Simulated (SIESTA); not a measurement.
Runs of SIESTA 5.4.2 on RuS2 (Laurite). It takes space group Pa-3 (No. 205, cubic). Conventional cell: a = 5.611 Å, b = 5.611 Å, c = 5.611 Å, α = 90.00°, β = 90.00°, γ = 90.00°. Ru (site symmetry -3) has 6 S at 2.35 Å as nearest neighbours. S (site symmetry 3) has 1 S at 2.17 Å and 3 Ru at 2.35 Å as nearest neighbours. 

| task | level | potentials or basis | k mesh | gap on the mesh (eV) | pressure (GPa) | V0 of scaled cells (Å³/atom) | B0 (GPa) | largest force (eV/Å) |
| --- | --- | --- | --- | --- | --- | --- | --- | --- |
| band structure | LDA | PseudoDojo 0.4 standard (LDA files), DZP (energy shift 0.003 Ry; two zetas on semicore shells) | 5 × 5 × 5 | 0.83 | -3.5 | - | - | 0.40 |
| equation of state | LDA | PseudoDojo 0.4 standard (LDA files), DZP (energy shift 0.003 Ry; two zetas on semicore shells) | 4 × 4 × 4 | - | - | 14.46 | 203 | - |
| band structure | PBEsol | PseudoDojo 0.4 standard (PBEsol files), DZP (energy shift 0.003 Ry; two zetas on semicore shells) | 5 × 5 × 5 | 0.83 | -0.3 | - | - | (a) |
| single point | PBE | PseudoDojo 0.4 standard (PBE files), DZP (energy shift 0.003 Ry; two zetas on semicore shells) | 5 × 5 × 5 | (b) | 6.5 | - | - | 0.28 |
| equation of state | PBE | PseudoDojo 0.4 standard (PBE files), DZP (energy shift 0.003 Ry; two zetas on semicore shells) | 5 × 5 × 5 | - | - | 15.24 | 168 | - |

Alike in all rows: no spin polarisation; cell as given; smearing fermi-dirac 0.05 eV; grid cutoff 800 Ry; energy shift 0.003 Ry.

Problem. Estimate the missing entries.

Solution. (a) 0.37; (b) 0.87.

Caveats: the basis of atomic orbitals isn't converged, which shifts pressures, moduli and gaps; the cell was scaled at fixed shape and fractional positions, which overstates the stiffness of a crystal with free parameters, most of all of layers and chains (some runs); an odd mesh through Γ misses points on the zone boundary, where band edges often lie (some runs).

A k mesh can miss the band edges, and the runs leave out spin-orbit coupling on Ru.
